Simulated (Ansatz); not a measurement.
Set up this calculation in Ansatz 0.2.0, as the native input.

```
Task                : single point
Functional          : PBE
Potentials or basis : Ansatz PAW
Cutoff              : 420 eV (not typed: the program's choice for these potentials)
k mesh              : 8 × 8 × 8
Occupations         : fermi-dirac, width 0.05 eV
Spin                : no spin polarisation
```

MgS:

```
S Mg
1.0
     0.00000    2.83312    2.83312
     2.83312    0.00000    2.83312
     2.83312    2.83312    0.00000
S Mg
1 1
Direct
  0.25779 0.24666 0.25028
  0.98714 0.01107 0.00340
```

The cell comes from a database or a generator and needn't be the stable form of this composition.

The cell isn't the ideal one: atoms moved at random, drawn with an rms of 0.05 Å.

These files were run (other wordings do the same):

input.yaml

```yaml
crystal:
  lattice:
    - [0.0, 2.8331200468, 2.8331200468]
    - [2.8331200468, 0.0, 2.8331200468]
    - [2.8331200468, 2.8331200468, 0.0]
  atoms:
    - { symbol: S, position: [0.257793, 0.246665, 0.250283] }
    - { symbol: Mg, position: [-0.01286, 0.011069, 0.003398] }
hamiltonian:
  xc: pbe
  pseudopotentials: { kind: paw }
kpoints:
  mp_grid: { grid: [8, 8, 8] }
scf:
  occupations: { method: fermi_dirac, width: 0.05 }
output:
  forces: true
  stress: true
  eigenvalues: true
```

Potentials or basis: Ansatz PAW.

The run is started by

```console
$ ansatz run input.yaml --threads 1 --pin off --max-ram 2560MiB --backend cpu --events-out ev --progress --plain --runs-dir out
```

It gave:

The pressure is 1.1 GPa and the largest force is 0.444 eV/Å. The band gap on the k mesh is 3.37 eV, direct.

It took 6.2 s on 1 thread of Arm Neoverse V1, with other jobs on the host, peak memory 0.36 GiB.
